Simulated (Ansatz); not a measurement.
Runs of Ansatz 0.2.0 on Te2Mo. Symmetry: P6_3/mmc, No. 194, hexagonal system. The conventional cell has a = 3.518 Å, b = 3.518 Å, c = 13.974 Å, α = 90.00°, β = 90.00°, γ = 120.00°. Te (site symmetry 3m) is surrounded by 3 Mo at 2.72 Å. Mo (site symmetry -6m2) is surrounded by 6 Te at 2.72 Å. 

| level | gap on the mesh (eV) | pressure (GPa) | relaxed volume (Å³/atom) |
| --- | --- | --- | --- |
| RPBE+D4 | (b) | 0.0 | 23.49 |
| revPBE+D3(BJ) | 0.51 | 0.0 | (a) |
| BLYP+D3(BJ) | - | 0.0 | 24.40 |
| revPBE+D4 | - | 0.0 | 23.77 |
| BLYP+D4 | 0.68 | 0.0 | 25.20 |

Alike in all rows: task relaxation of cell and atoms; potentials or basis Ansatz PAW; no spin polarisation; cell relaxed; k mesh 9 × 9 × 2; cutoff (eV) 420; smearing fermi-dirac 0.05 eV.

Q: Fill in the values left out.

A: (a) 23.18; (b) 0.58.

Caveats: the plane-wave basis is chosen anew once the cell has moved, so the energies of steps on either side of that aren't comparable; the PAW data sets come from PBE, with cores solved anew for the run's functional, which leaves a small shift of forces and pressure; odd divisions of the mesh miss points on the zone boundary, where band edges often lie, so the gap on the mesh can be too wide (some runs); spin-orbit coupling is left out, which moves the levels of the heavy elements (some runs).

A k mesh can miss the band edges, and the runs leave out spin-orbit coupling on Mo, Te.
